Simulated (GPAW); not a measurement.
**CaSe in GPAW: convergence with convergence criteria**

Crystal: CaSe.

```
Se Ca
1.0
     0.00000    2.95600    2.95600
     2.95600    0.00000    2.95600
     2.95600    2.95600    0.00000
Se Ca
1 1
Direct
  0.50000 0.50000 0.50000
  0.00000 0.00000 0.00000
```

- Program: GPAW 26.7.0
- Task: convergence study
- Functional: PBE
- Potentials or basis: GPAW PAW data sets (gpaw-data 1.2.1)
- Cutoff: 600 eV
- Basis: pw
- k mesh: 8 × 8 × 8
- Occupations: fermi-dirac, width 0.05 eV
- Spin: no spin polarisation

These are the settings of the first run; the series varies convergence criteria, with any setting tied to it.

Hardware: 1 thread of Arm Neoverse V2 (shared host).

```csv
convergence criteria,"energy less the tightest run, at zero smearing (meV/atom)",SCF cycles,CPU time (s),peak memory (GiB)
density=0.001 energy=0.01 eigenstates=0.0001,0.00,7,9.5,0.16
default,0.00,9,12,0.16
density=1e-05 energy=1e-05,0.00,10,13,0.16
density=1e-05 forces=0.0001,0.00,11,14,0.16
density=1e-06 energy=1e-06 eigenstates=1e-10,0.00,11,14,0.16
```

Against the tightest run, the energy stays within 1 meV/atom from density=0.001 energy=0.01 eigenstates=0.0001 on. The tightest run that finished is the yardstick and may itself not be fully converged.
